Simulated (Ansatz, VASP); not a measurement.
**As in VASP and in Ansatz**

```
As
1.0
     1.90361    1.09905    3.60816
    -1.90361    1.09905    3.60816
     0.00000   -2.19810    3.60816
As
2
Direct
  0.77371 0.77371 0.77371
  0.22629 0.22629 0.22629
```

Alike in both runs: task single point; functional PBE; k mesh 10 × 10 × 10; occupations methfessel-paxton of order 1, width 0.03 eV; no spin polarisation.

```csv
,VASP,Ansatz
version,VASP 6.6.1,Ansatz 0.2.0
potentials or method,"VASP PAW PBE potentials, release 64 (As)","plane waves (420 eV) with PAW, scalar-relativistic"
plane-wave cutoff (eV),520,420
valence electrons in the cell,10,30
```

Ansatz gave:

```
pressure (GPa)                                  : 0.0
largest component of the traceless stress (GPa) : 0.05
```

Which values does VASP return?

Pressure (GPa): 0.3; largest component of the traceless stress (GPa): 0.14.

With one functional, cell and mesh, what is left measures potentials, basis and numerics. The two sets of potentials don't hold the same shells in valence.
